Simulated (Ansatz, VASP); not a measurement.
**KBr in VASP and in Ansatz**

INCAR

```
  PREC = Accurate
  ENCUT = 520
  EDIFF = 1E-6
  ISMEAR = 0
  SIGMA = 0.05
  LREAL = F
  LASPH = T
  NELM = 80
  ALGO = Normal
  ISIF = 2
  LWAVE = F
  LCHARG = F
  GGA = PE
  NBANDS = 15
```

The input KPOINTS:

```
regular mesh
0
Gamma
  6 6 6
```

The input POSCAR:

```
KBr
1.0
    0.0000000000      3.2925000000      3.2925000000
    3.2925000000      0.0000000000      3.2925000000
    3.2925000000      3.2925000000      0.0000000000
K Br
1 1
Direct
   -0.0113895216     -0.0113895216      0.0113895216
    0.5000000000      0.5000000000      0.5000000000
```

Input for Ansatz:

```yaml
crystal:
  lattice:
    - [0.0, 3.2925, 3.2925]
    - [3.2925, 0.0, 3.2925]
    - [3.2925, 3.2925, 0.0]
  atoms:
    - { symbol: K, position: [-0.0113895216, -0.0113895216, 0.0113895216] }
    - { symbol: Br, position: [0.5, 0.5, 0.5] }
basis:
  ecutwfc: 420
kpoints:
  mp_grid: { grid: [6, 6, 6] }
hamiltonian:
  xc: pbe
scf:
  occupations: { method: gaussian, width: 0.05 }
output:
  forces: true
  stress: true
  eigenvalues: true
```

Change from the starting cell: all K atoms moved +0.075 Å, as atom 1 towards its neighbour atom 2 (Br) at 3.292 Å.

Alike in both runs: task single point; functional PBE; k mesh 6 × 6 × 6; occupations gaussian, width 0.05 eV; no spin polarisation.

|  | VASP | Ansatz |
| --- | --- | --- |
| version | VASP 6.6.1 | Ansatz 0.2.0 |
| potentials or method | VASP PAW PBE potentials, release 64 (K_sv, Br) | scalar-relativistic, plane waves, PAW |
| plane-wave cutoff (eV) | 520 | 420 |
| valence electrons in the cell | 16 | 16 |

VASP gave:

```
gap on the k mesh at the Fermi level (eV)       : 4.45
least direct gap on the mesh (eV)               : 4.45
pressure (GPa)                                  : 0.9
largest component of the traceless stress (GPa) : 0.08
rms of the force components (eV/Å)              : 0.057
```

Problem. What did Ansatz give for the same quantities?

Solution. gap on the k mesh at the Fermi level (eV): 4.46; least direct gap on the mesh (eV): 4.46; pressure (GPa): 0.9; largest component of the traceless stress (GPa): 0.08; rms of the force components (eV/Å): 0.056.

Atom by atom the forces differ by 0.001 eV/Å (rms over components). With one functional, cell and mesh, what is left measures potentials, basis and numerics.
